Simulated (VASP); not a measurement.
# AgI (P6_3mc) in VASP: single point with PBE

Aim: the single point of AgI with PBE.

Everything below comes from runs of VASP 6.6.1. Logs are shortened: lines on timing, memory, paths and dates and some standing lists are left out, and cuts for length are marked.

### 1 The crystal as given

It takes space group P6_3mc (No. 186, hexagonal). Conventional cell: a = 4.523 Å, b = 4.523 Å, c = 7.441 Å, α = 90.00°, β = 90.00°, γ = 120.00°. Around I (site symmetry 3m) lie 4 Ag at 2.77 to 2.78 Å. Ag (site symmetry 3m) has 4 I at 2.77 to 2.78 Å as nearest neighbours.

The cell was built by a generator and needn't be a form met in nature.

### 2 Single point, PBE

File INCAR:

```
PREC = Accurate
ENCUT = 520
EDIFF = 1E-7
ISMEAR = -1
SIGMA = 0.1
LREAL = False
LASPH = True
NELM = 60
ALGO = Normal
ISIF = 2
LWAVE = False
LCHARG = False
GGA = PE
NBANDS = 26
```

File KPOINTS:

```
regular mesh
0
Gamma
  7 7 4
```

File POSCAR:

```
AgI
1.0
    4.5231453031     -0.0000002887      0.0000000000
   -2.2615724016      3.9171588818      0.0000000000
    0.0000000000      0.0000000000      7.4406250000
I Ag
2 2
Direct
    0.3333333333      0.6666666667      0.0011035686
    0.6666666667      0.3333333333      0.5011035686
    0.3333333333      0.6666666667      0.3738964314
    0.6666666667      0.3333333333      0.8738964314
```

Potentials or basis: VASP PAW PBE potentials, release 64 (I, Ag).

Launch:

```bash
> cat potpaw_PBE.64/I/POTCAR potpaw_PBE.64/Ag/POTCAR > POTCAR
> mpirun -np 1 vasp_std > vasp.out
```

OUTCAR:

```text
PREC = Accurate
   ENCUT = 520
   EDIFF = 1E-7
   ISMEAR = -1
   LREAL = False
   LASPH = True
   NELM = 60
   ISIF = 2
   GGA = PE

 ion  position               nearest neighbor table
   1  0.333  0.667  0.001-   3 2.77   4 2.78   4 2.78   4 2.78
   2  0.667  0.333  0.501-   4 2.77   3 2.78   3 2.78   3 2.78
   3  0.333  0.667  0.374-   1 2.77   2 2.78   2 2.78   2 2.78
   4  0.667  0.333  0.874-   2 2.77   1 2.78   1 2.78   1 2.78

  LATTYP: Found a hexagonal cell.
 ALAT       =     4.5231453031
 C/A-ratio  =     1.6450112701

  Lattice vectors:

 A1 = (   4.5231453031,  -0.0000002887,   0.0000000000)
 A2 = (  -2.2615724016,   3.9171588818,   0.0000000000)
 A3 = (   0.0000000000,   0.0000000000,   7.4406250000)

Analysis of symmetry for initial positions (statically):
=====================================================================
 Subroutine PRICEL returns:
 Original cell was already a primitive cell.

 Routine SETGRP: Setting up the symmetry group for a
 hexagonal supercell.

 Subroutine GETGRP returns: Found 12 space group operations
 (whereof  6 operations were pure point group operations)
 out of a pool of 24 trial point group operations.

The static configuration has the point symmetry C_3v.
 The point group associated with its full space group is C_6v.

Analysis of symmetry for dynamics (positions and initial velocities):
=====================================================================
 Subroutine PRICEL returns:
 Original cell was already a primitive cell.

 Routine SETGRP: Setting up the symmetry group for a
 hexagonal supercell.

 Subroutine GETGRP returns: Found 12 space group operations
 (whereof  6 operations were pure point group operations)
 out of a pool of 24 trial point group operations.

The dynamic configuration has the point symmetry C_3v.
 The point group associated with its full space group is C_6v.

 Subroutine INISYM returns: Found 12 space group operations
 (whereof  6 operations are pure point group operations),
 and found     1 'primitive' translations

----------------------------------------------------------------------------------------

                                     Primitive cell

  volume of cell :     131.8321
[... 87 lines left out ...]
   LNONCOLLINEAR =      F non collinear calculations
   LSORBIT =      F    spin-orbit coupling
   LASPH  =      T    aspherical Exc in radial PAW
   ENCUT  =  520.0 eV  38.22 Ry    6.18 a.u.   8.41  8.41 13.83*2*pi/ulx,y,z
   NELM   =     60;   NELMIN=  2; NELMDL= -5     # of ELM steps
   EDIFF  = 0.1E-06   stopping-criterion for ELM
   LREAL  =      F    real-space projection
   EDIFFG = 0.1E-05   stopping-criterion for IOM
   NSW    =      0    number of steps for IOM
   IBRION =     -1    ionic relax: 0-MD 1-quasi-New 2-CG
   NFREE  =      0    steps in history (QN), initial steepest desc. (CG)
   ISIF   =      2    stress and relaxation
   ISYM   =      2    0-nonsym 1-usesym 2-fastsym
   POTIM  = 0.5000    time-step for ionic-motion
   TEBEG  =    0.0;   TEEND  =   0.0 temperature during run
   PSTRESS=    0.0 pullay stress
   NELECT =      36.0000    total number of electrons
   NUPDOWN=      -1.0000    fix difference up-down
   EMIN   =  10.00;   EMAX   =-10.00  energy-range for DOS
   EFERMI =   0.00;   METHOD = LEGACY
   ISMEAR =    -1;   SIGMA  =   0.10  broadening in eV -4-tet -1-fermi 0-gaus
   EFERMI_NEDOS =   21; number of points for ismear=-14 and -15
   IALGO  =     38    algorithm
   IMIX   =      4    mixing-type and parameters
     AMIX     =   0.40;   BMIX     =  1.00
     AMIX_MAG =   1.60;   BMIX_MAG =  1.00
  volume/ion in A,a.u.               =      32.96       222.41
  Fermi-wavevector in a.u.,A,eV,Ry     =   1.062108  2.007093 15.348366  1.128073
  Thomas-Fermi vector in A             =   2.197547
   LORBIT       =      0    0 simple, 1 ext, 2 COOP (PROOUT), +10 PAW based schemes
   GGA     = PE    functional components
   LHFCALC =     F    Hartree Fock is set to
   AEXX    =    0.0000 exact exchange contribution
   IVDW    =     0    specifies the selected vdW correction
   LEPSILON=     F    determine dielectric tensor
   LRPA    =     F    only Hartree local field effects (RPA)
 non-spin polarized calculation
  energy-cutoff  :      520.00
  volume of cell :      131.83
 maximum number of plane-waves:      3616
 NGX is ok and might be reduce to    36
   NGX = 17   NGY = 17   NGZ = 27

 number of electron      35.9999991 magnetization

 Free energy of the ion-electron system (eV)
  ---------------------------------------------------
  ext. energy  EPLUGINS =         0.00000000
  ---------------------------------------------------
  free energy    TOTEN  =        -9.45369958 eV

  energy without entropy =       -9.45364975  energy(sigma->0) =       -9.45367467

 E-fermi :   4.3574     XC(G=0):  -8.6054

 val. band max:        3.5731525933   @ k =   0.0000   0.0000   0.0000
 cond. band min:       4.9440991164   @ k =   0.0000   0.0000   0.0000
 fundamental gap:      1.3709465231
 Fermi energy:         4.3574021992

 k-point     1 :       0.0000    0.0000    0.0000
  band No.  band energies     occupation
      1      -9.4552      2.00000
      2      -9.1329      2.00000
      3      -0.8850      2.00000
      4      -0.8564      2.00000
      5      -0.8564      2.00000
      6      -0.8369      2.00000
[... 685 lines left out ...]
     25      11.1771      0.00000
     26      11.1771      0.00000

------------------------ aborting loop because EDIFF is reached ----------------------------------------

  FORCE on cell =-STRESS in cart. coord.  units (eV):
  Direction    XX          YY          ZZ          XY          YZ          ZX
  --------------------------------------------------------------------------------------
  -------------------------------------------------------------------------------------
  Total        2.7013724      2.7013724      2.7171078     -0.0000000      0.0000000      0.0000000
  in kB       32.8302287     32.8302287     33.0214640     -0.0000000      0.0000000      0.0000000
  external PRESSURE =      32.8939738 kB  Pullay stress =       0.0000000 kB

 VOLUME and BASIS-vectors are now :
 -----------------------------------------------------------------------------
  energy-cutoff  :      520.00
  volume of cell :      131.83
      direct lattice vectors                 reciprocal lattice vectors
     4.523145303 -0.000000289  0.000000000     0.221085101  0.127643524  0.000000000
    -2.261572402  3.917158882  0.000000000     0.000000016  0.255287076  0.000000000
     0.000000000  0.000000000  7.440625000     0.000000000  0.000000000  0.134397312

 POSITION                                       TOTAL-FORCE (eV/Angst)
 -----------------------------------------------------------------------------------
      0.00000      2.61144      0.00821         0.000000     -0.000000      0.000028
      2.26157      1.30572      3.72852         0.000000     -0.000000      0.000028
      0.00000      2.61144      2.78202         0.000000      0.000000     -0.000028
      2.26157      1.30572      6.50234         0.000000     -0.000000     -0.000028
 -----------------------------------------------------------------------------------
    total drift:                               -0.000000      0.000000     -0.001467

  FREE ENERGIE OF THE ION-ELECTRON SYSTEM (eV)
  ---------------------------------------------------
  free  energy   TOTEN  =        -9.4536995781 eV

  energy  without entropy=       -9.4536497524  energy(sigma->0) =       -9.45367467
```

Run time: 68 s. Hardware: 1 thread of Intel Xeon Platinum 8375C at 2.90GHz (Ice Lake), shared host; peak memory 0.28 GiB.

What came out:

```
Free energy            : -9.4537 eV
Pressure               : 3.3 GPa
Band gap on the k mesh : 1.37 eV, direct
```

Caveat: spin-orbit coupling is left out, which moves the levels of the heavy elements.
